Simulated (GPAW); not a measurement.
A run of GPAW 26.7.0:

Contents of run.py:

```python
from ase.dft.bandgap import bandgap
from ase.io import read, write
from ase.parallel import parprint
from gpaw import GPAW, PW

atoms = read('POSCAR')

calc = GPAW(mode=PW(500),
            xc='HSE06',
            kpts={'size': (4, 4, 4), 'gamma': True},
            occupations={'name': 'fermi-dirac', 'width': 0.05},
            nbands=13,
            convergence={'density': 1e-05, 'energy': 1e-05},
            maxiter=60,
            txt='gpaw.txt')
atoms.calc = calc
energy = atoms.get_potential_energy()
forces = atoms.get_forces()
calc.write('gs.gpw')
write('result.traj', atoms)
parprint(f'Energy: {energy:.6f} eV')
parprint('Forces (eV/A):')
parprint(forces.round(4))
parprint('Fermi level:', round(calc.get_fermi_level(), 4), 'eV')
parprint(f'Gap: {bandgap(calc)[0]:.4f} eV, direct: {bandgap(calc, direct=True)[0]:.4f} eV')
```

Contents of POSCAR:

```
BaS
1.0
    0.0000000000      3.1937500000      3.1937500000
    3.1937500000      0.0000000000      3.1937500000
    3.1937500000      3.1937500000      0.0000000000
Ba S
1 1
Direct
    0.0000000000      0.0000000000      0.0000000000
    0.5000000000      0.5000000000      0.5000000000
```

Potentials or basis: GPAW PAW data sets (gpaw-data 1.2.1), pw.

Command:

```sh
$ OMP_NUM_THREADS=1 mpirun -n 4 gpaw python run.py
```

Hardware: 4 MPI ranks on Arm Neoverse V1 (shared host).

Task: How long does it take, and how much memory?

Result: It took 11 min on 4 MPI ranks on Arm Neoverse V1, with other jobs on the host, peak memory 0.22 GiB a rank. Counts: scf iterations 16, plane waves 1676, bands 13, k points 8.
